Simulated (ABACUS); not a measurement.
GaN: equation of state with PBE

The system is GaN.

```xyz
4
Lattice="3.1800 0.0000 0.0000 -1.5900 2.7540 0.0000 0.0000 0.0000 5.1660" Properties=species:S:1:pos:R:3 pbc="T T T"
Ga    1.5900    0.9180    2.5830
Ga    0.0000    1.8360    0.0000
N     1.5900    0.9180    4.5203
N     0.0000    1.8360    1.9373
```

- Program: ABACUS 3.10.1
- Task: equation of state
- Functional: PBE
- Potentials or basis: PseudoDojo NC SR 0.4.1 PBE standard
- Cutoff: 1143 eV
- Density cutoff: 4572 eV
- Basis: plane waves
- k mesh: 10 × 10 × 5
- Occupations: fermi-dirac, width 0.05 eV
- Spin: no spin polarisation

```
Equilibrium volume                        : 11.77 Å³/atom
Bulk modulus at fixed shape and positions : 173 GPa
Pressure derivative of the bulk modulus   : 4.4
```

Energy against volume, from the lowest point:
```csv
volume (Å³/atom),energy (meV/atom)
10.632,70.98
10.858,43.87
11.084,23.88
11.310,10.32
11.537,2.55
11.763,0.00
11.989,2.14
```

All runs of the series together: 100 s on 4 threads of Intel(R) Xeon(R) Platinum 8559C (Emerald Rapids) (shared host).

Caveat: the cell was scaled at fixed shape and fractional positions, which overstates the stiffness of a crystal with free parameters, most of all of layers and chains.
